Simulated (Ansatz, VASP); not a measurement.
# Na2S: VASP beside Ansatz

```xyz
3
Lattice="0.0000 3.2492 3.2492 3.2492 0.0000 3.2492 3.2492 3.2492 0.0000" Properties=species:S:1:pos:R:3 pbc="T T T"
Na    1.6246    1.6246    1.6246
Na    4.8737    4.8737    4.8737
S     0.0000    0.0000    0.0000
```

The cell comes from a database or a generator and needn't be the stable form of this composition.

Alike in both runs: task relaxation of cell and atoms; functional PBE; k mesh 6 × 6 × 6; occupations gaussian, width 0.02 eV; no spin polarisation.

|  | VASP | Ansatz |
| --- | --- | --- |
| version | VASP 6.6.1 | Ansatz 0.2.0 |
| potentials or method | VASP PAW PBE potentials, release 64 (Na_pv, S) | scalar-relativistic, plane waves, PAW |
| plane-wave cutoff (eV) | 600 | 420 |
| valence electrons in the cell | 20 | 24 |

Ansatz gave:

* gap on the k mesh at the Fermi level, each at its own relaxed structure (eV): 2.45
* relaxed volume (Å³/atom): 23.60
* relaxed cell length with the largest relative difference (Å): 4.644
* energy change over the relaxation (meV/atom): -2

Task: What did VASP give for the same quantities?

Result: gap on the k mesh at the Fermi level, each at its own relaxed structure (eV): 2.44; relaxed volume (Å³/atom): 23.68; relaxed cell length with the largest relative difference (Å): 4.649; energy change over the relaxation (meV/atom): -2.

The two sets of potentials don't hold the same shells in valence.

A hybrid or GW would open this gap; PBE tends to underestimate it.
